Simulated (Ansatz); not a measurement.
input.yaml (Ansatz)

```yaml
crystal:
  lattice:
    - [-2.1453216574, 2.5019765715, 1.3416527971]
    - [2.5019765715, -2.1453216574, 1.3416527971]
    - [2.5868805466, 2.5868805466, -0.6884386687]
  atoms:
    - { symbol: Pt, position: [0.0159283149, 0.9840716851, 1.0], spin: 1.0 }
    - { symbol: Pt, position: [0.7340716851, 0.2659283149, 0.5], spin: 1.0 }
hamiltonian:
  xc: pbe
  pseudopotentials:
    kind: paw
    azcp:
      Pt: "pseudopotentials/Pt.paw.azcp"
basis:
  ecutwfc: 420
  fft_grid_basis: typed
kpoints:
  mp_grid: { grid: [20, 20, 14], shift: [0, 0, 0] }
magnetization:
  spin_polarized: true
scf:
  occupations: { method: fermi_dirac, width: 0.05 }
```

Terminal output

```
Engine: ansatz 0.2.0, aarch64-unknown-linux-gnu
Pseudopotentials: kind: paw
Pseudopotential: Pt, paw, valence charge 18, recommended cutoff 420 eV (normal) 
Functional definition: PBE
  parameter kappa = 0.804
  parameter beta = 0.06672455060314922
  exchange = pbe_x(kappa = kappa, mu = beta*pi^2/3)
  correlation = pbe_c(beta = beta)
Crystal: 2 atoms, lattice volume = 33.400 Å³
Basis set: ecut = 420 eV, 651 PW (Γ)
Bands: 23, of which v1, the nominal top of the filled ones, is band 18 counted from 1 (17 counted from 0)
Symmetry: 4 space group operations
Space group: C2/c (ITA 15), of the structure as read, at distance tolerance 3.2e-5 Å
Magnetic group: BNS 15.85 (UNI 92), of the structure as read, at distance tolerance 3.2e-5 Å
k-points: 1482 of 5600
Non-local potential: Pt, projectors of the file, l = 0: 3, l = 1: 2, l = 2: 2, l = 3: 1
PAW form: soft (Blöchl's): semilocal exchange-correlation on the pseudo side does not see the compensation charge
PAW one-centre angular grid: Pt, 590 points (default); XC on 64 Gauss nodes
Initial density: superposition of atomic densities (chi_scale 0.1, normalization cell)
Starting moments: Σ|m| = 2 μB on 2 of 2 sites
Initial wavefunctions: pseudopotential atomic-orbital guess
Functional: x = pbe(κ = 0.804, μ = 0.2195149727645171), c = pbe(β = 0.06672455060314922)
SCF iter   1: F=—  HF=-25046.025469 eV  |F-HF|=—  |Δ(HF+E_count)|=         —  Δρ=7.27e-2 (↑7.27e-2 ↓3.40e-2)  dr2=1.75e0  dr2_m=5.11e-1  M=0.236 μB ∫|m|=0.236 μB  β_m=0.30  ethr=3.10e-3  ⟨swp⟩=4.8  Hψ=259764  notcnv=0
Mixer restart at iter 1: flushing history
spin=Collinear: Kerker preconditioning applied to the charge; magnetization (m = ρ↑ − ρ↓) channel mixes plain (no charge-response kernel on spin).
SCF iter   2: F=—  HF=-25045.876181 eV  |F-HF|=—  |Δ(HF+E_count)|=   1.49e-1  Δρ=5.23e-2 (↑5.23e-2 ↓2.52e-2)  dr2=8.97e-1  dr2_m=2.68e-1  M=0.190 μB ∫|m|=0.190 μB  β_m=0.65  ethr=3.10e-3  ⟨swp⟩=2.0  Hψ=104132  notcnv=0  defer=583
SCF iter   3: F=—  HF=-25045.744736 eV  |F-HF|=—  |Δ(HF+E_count)|=   1.31e-1  Δρ=5.08e-3 (↑4.96e-3 ↓5.08e-3)  dr2=1.20e-2  dr2_m=1.75e-3  M=0.032 μB ∫|m|=0.035 μB  β_m=0.82  ethr=2.49e-3  ⟨swp⟩=2.0  Hψ=111806  notcnv=0  defer=584
SCF iter   4: F=—  HF=-25045.741012 eV  |F-HF|=—  |Δ(HF+E_count)|=   3.72e-3  Δρ=8.61e-4 (↑8.61e-4 ↓6.17e-4)  dr2=8.04e-4  dr2_m=1.40e-5  M=0.004 μB ∫|m|=0.005 μB  β_m=0.85  ethr=3.35e-5  ⟨swp⟩=2.1  Hψ=150038  notcnv=0  defer=576
SCF iter   5: F=—  HF=-25045.740570 eV  |F-HF|=—  |Δ(HF+E_count)|=   4.42e-4  Δρ=3.29e-4 (↑2.98e-4 ↓3.29e-4)  dr2=8.50e-5  dr2_m=2.34e-6  M=0.001 μB ∫|m|=0.002 μB  β_m=0.92  ethr=2.23e-6  ⟨swp⟩=2.1  Hψ=97523  notcnv=0  defer=561
SCF iter   6: F=—  HF=-25045.740653 eV  |F-HF|=—  |Δ(HF+E_count)|=   8.24e-5  Δρ=5.89e-5 (↑5.89e-5 ↓5.80e-5)  dr2=2.94e-6  dr2_m=7.89e-9  M=-0.000 μB ∫|m|=0.000 μB  β_m=0.96  ethr=2.36e-7  ⟨swp⟩=2.4  Hψ=93691  notcnv=0  defer=576
SCF iter   7: F=—  HF=-25045.740654 eV  |F-HF|=—  |Δ(HF+E_count)|=   1.08e-6  Δρ=1.00e-5 (↑9.21e-6 ↓1.00e-5)  dr2=1.10e-7  dr2_m=7.62e-10  M=-0.000 μB ∫|m|=0.000 μB  β_m=0.98  ethr=8.16e-9  ⟨swp⟩=2.0  Hψ=93969  notcnv=0  defer=576
SCF iter   8: F=—  HF=-25045.740654 eV  |F-HF|=—  |Δ(HF+E_count)|=   4.62e-8  Δρ=2.50e-6 (↑2.07e-6 ↓2.50e-6)  dr2=3.60e-9  dr2_m=5.28e-10  M=-0.000 μB ∫|m|=0.000 μB  β_m=0.99  ethr=3.06e-10  ⟨swp⟩=2.0  Hψ=97089  notcnv=0  defer=576
SCF iter   9: F=—  HF=-25045.740654 eV  |F-HF|=—  |Δ(HF+E_count)|=  6.98e-10  Δρ=6.27e-7 (↑6.27e-7 ↓4.24e-7)  dr2=3.08e-10  dr2_m=7.43e-12  M=-0.000 μB ∫|m|=0.000 μB  β_m=1.00  ethr=1.00e-11  ⟨swp⟩=2.1  Hψ=96484  notcnv=0  defer=576
SCF iter  10: F=-25045.740654 eV  HF=-25045.740654 eV  |F-HF|=0.00e0  |Δ(HF+E_count)|=  1.16e-10  Δρ=1.13e-7 (↑1.04e-7 ↓1.13e-7)  dr2=1.57e-11  dr2_m=2.72e-14  M=0.000 μB ∫|m|=0.000 μB  ethr=1.00e-12  ⟨swp⟩=1.0  Hψ=178053  notcnv=0
SCF 1 converged in 10 iterations: F = -25045.740654 eV  dr2 = 1.57e-11
WARN: the starting moments were not kept: the SCF closed with an absolute magnetisation of 1.3e-7 μB, where they sum to 2 μB in size (2 sites). That is at most 0.1 of that sum. Measured as dr2_m measures the in/out step, that magnetisation stands 2.3e-15 eV from none, at or under the dr2_threshold of 1.0e-7 eV: it is no larger than a step whose dr2_m would equal this threshold. The system may hold no moment; this SCF shows only that its start led to no more than that. To try another start: raise the starting moments (crystal.atoms[].spin, magnetization.per_species, magnetization.initial_magnetization, or on a non-collinear deck that types none of these the spinor_matrix: blocks that start its atoms; where the total moment is fixed, keep their sum and leave initial_magnetization as it is; typed ones take the place of any that the run laid by itself, positive ones on a crystal's lanthanoids without a Hubbard term where scf.initial_density.shell_occupations: [] is typed) or, if the notice of its spin-set hold's release reads "site moments contracting" or "site moments show no strong build", lengthen the hold (scf.mixing.spin_hold: { on: { confirm: 4 } }; for m-r²SCAN on two components see the key's manual first). Each may lead to a state that holds a moment. A second SCF, from the converged charge density, with the starting moments and any scf.initial_density.shell_occupations laid on it anew, would have followed, and was not run: the deck does not ask for one (magnetization.retry_lost_moments is false, the default). To let it run, set magnetization.retry_lost_moments: true and run the deck again, where that key's refused combinations let it; where memory then withholds it, that run's warning says so.
SCF converged after 10 iterations
Magnetization: 0.0000 μB (18.0000 up, 18.0000 down)
Absolute magnetization: 0.0000 μB (∫|ρ↑−ρ↓|, with the PAW one-centre terms)
Spin contamination: 0.0000 ħ² per cell (⟨S²⟩ above its minimum at these occupations)
Per-site moments (μB) at R_I (Å): [(-1.6495519350051605e-8, 1.0832340151539952), (-1.649551946310057e-8, 1.0832340151539952)]
Free energy (F): -25045.740654 eV
Harris-Foulkes:  -25045.740654 eV  (|F-HF|=0.00e0)
Internal energy: -25045.719871 eV  (E = F + TS)
E sigma→0 (E₀):  -25045.730262 eV
Entropy (-TS):   -0.020783 eV (-10.391 meV/atom)
Fermi energy:    20.593086 eV
--- Per-component energies (eV) ---
  E_band       = -353.988791
  E_kinetic    = 1274.043316
  E_local      = -3290.139391  (includes V_loc(G=0)·N_el)
  E_nonlocal   = 399.364570
  E_hartree    = 1222.542148
  E_xc         = -522.976201
  E_vxc        = -604.844784  (∫ρ·V_xc dr)
  E_paw        = -18908.050841  (= ΣΔE_a)
  E_vpaw       = -577.497392  (= ΣTr[D̂ρ^β])
  E_aug_tail   = 0.000373  (compensation charges beyond the density's cutoff)
  E_ewald      = -5220.503845
  E_smearing   = -0.020783  (= −TS)
  E_closure    = 0.000000  (closes the sum)
  Σ components = -25045.740654   (vs F -25045.740654, Δ=0.00e0)
```
